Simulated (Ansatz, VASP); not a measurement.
**Two plane-wave programs on Sn**

```
CELL_PARAMETERS angstrom
0.00000 3.07549 3.07549
3.07549 0.00000 3.07549
3.07549 3.07549 0.00000
ATOMIC_POSITIONS crystal
Sn 0.50000 0.50000 0.50000
Sn 0.75000 0.75000 0.75000
```

Alike in both runs: functional LDA; k mesh 14 × 14 × 14; occupations fermi-dirac, width 0.1 eV; no spin polarisation.

Ansatz relaxed the structure, and its values are those at the end. VASP's run is a single point on that final structure, the one shown.

|  | VASP | Ansatz |
| --- | --- | --- |
| version | VASP 6.6.1 | Ansatz 0.2.0 |
| potentials or method | VASP PAW LDA potentials, release 64 (Sn_d) | PAW with Ansatz's default frozen-core files, scalar-relativistic |
| plane-wave cutoff (eV) | 520 | 420 |
| valence electrons in the cell | 28 | 28 |

|  | VASP | Ansatz | Ansatz less VASP |
| --- | --- | --- | --- |
| pressure (GPa) | 10.1 | 10.0 | -0.09 |
